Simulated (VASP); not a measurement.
SnTe:

```xyz
2
Lattice="0.0000 3.1509 3.1509 3.1509 0.0000 3.1509 3.1509 3.1509 0.0000" Properties=species:S:1:pos:R:3 pbc="T T T"
Te    3.1509    3.1509    3.1509
Sn    0.0000    0.0000    0.0000
```

```yaml
Program: VASP 6.6.1
Task: relaxation of cell and atoms
Functional: revPBE
Potentials_or_basis: VASP PAW PBE potentials, release 64 (Te, Sn_d)
Cutoff: 600 eV
k_mesh: 7 × 7 × 7
Occupations: fermi-dirac, width 0.05 eV
Spin: no spin polarisation
```

At the start: pressure 3.2 GPa; volume 31.28 Å³/atom.

Question: Where does the relaxation end?

Answer: Over 3 steps the energy falls by 22.8 meV/atom and the volume is 33.67 Å³/atom (+7.6 %); space group Fm-3m (No. 225, to 0.05 Å).

Step by step:
| step | energy change (eV) | largest force (eV/Å) | pressure (GPa) | volume (Å³) |
| --- | --- | --- | --- | --- |
| 1 | 0.0000 | 0.0000 | 3.24 | 62.56 |
| 2 | -0.0435 | 0.0000 | -0.60 | 68.47 |
| 3 | -0.0455 | 0.0000 | 0.01 | 67.34 |

Final structure:
```xyz
2
Lattice="0.0000 3.2292 3.2292 3.2292 0.0000 3.2292 3.2292 3.2292 0.0000" Properties=species:S:1:pos:R:3 pbc="T T T"
Te    3.2292    3.2292    3.2292
Sn    0.0000    0.0000    0.0000
```

Caveat: the PAW data sets were made with another functional, which shifts forces and pressure a little.
